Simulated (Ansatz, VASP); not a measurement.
## Pt in VASP and in Ansatz

INCAR

```
SYSTEM = Pt
ALGO = Normal
EDIFF = 1E-6
EDIFFG = -0.005
ENCUT = 600
GGA = PE
IBRION = 2
ISIF = 3
ISMEAR = -1
LASPH = .True.
LCHARG = .False.
LREAL = .False.
LWAVE = .False.
NELM = 100
NSW = 60
PREC = Accurate
SIGMA = 0.05
```

The input KPOINTS:

```
k-points
0
Gamma
  17 17 9
  0 0 0
```

Contents of POSCAR:

```
Pt
1.0
    2.8157965965      0.0000000000      0.0000000000
   -1.4078982983      2.4385513845      0.0000000000
    0.0000000000      0.0000000000      4.5615904864
Pt
2
Direct
    0.3333333333      0.6666666667      0.2500000000
    0.6666666667      0.3333333333      0.7500000000
```

Input for Ansatz:

```yaml
crystal:
  lattice:
    - [2.8157965965, 0.0, 0.0]
    - [-1.4078982983, 2.4385513845, 0.0]
    - [0.0, 0.0, 4.5615904864]
  atoms:
    - { symbol: Pt, position: [0.3333333333, 0.6666666667, 0.25] }
    - { symbol: Pt, position: [0.6666666667, 0.3333333333, 0.75] }
kpoints:
  mp_grid: { grid: [17, 17, 9] }
scf:
  occupations: { method: fermi_dirac, width: 0.05 }
hamiltonian:
  xc: pbe
  pseudopotentials: { kind: paw }
output:
  forces: true
  stress: true
relax:
  f_tol: 0.005
  max_steps: 40
  cell: {}
```

Alike in both runs: task relaxation of cell and atoms; functional PBE; k mesh 17 × 17 × 9; occupations fermi-dirac, width 0.05 eV; no spin polarisation.

```csv
,VASP,Ansatz
version,VASP 6.6.1,Ansatz 0.2.0
potentials or method,"VASP PAW PBE potentials, release 64 (Pt)","PAW with Ansatz's default frozen-core files, scalar-relativistic"
plane-wave cutoff (eV),600,420
valence electrons in the cell,20,36
```

|  | VASP | Ansatz | Ansatz less VASP |
| --- | --- | --- | --- |
| relaxed volume (Å³/atom) | 15.73 | 15.75 | +0.025 |
| relaxed cell length with the largest relative difference (Å) | 4.765 | 4.771 | +0.0060 |
| energy change over the relaxation (meV/atom) | -22 | -23 | -0.8 |

The two sets of potentials don't hold the same shells in valence.

Spin-orbit coupling is left out, which matters for the levels of Pt.
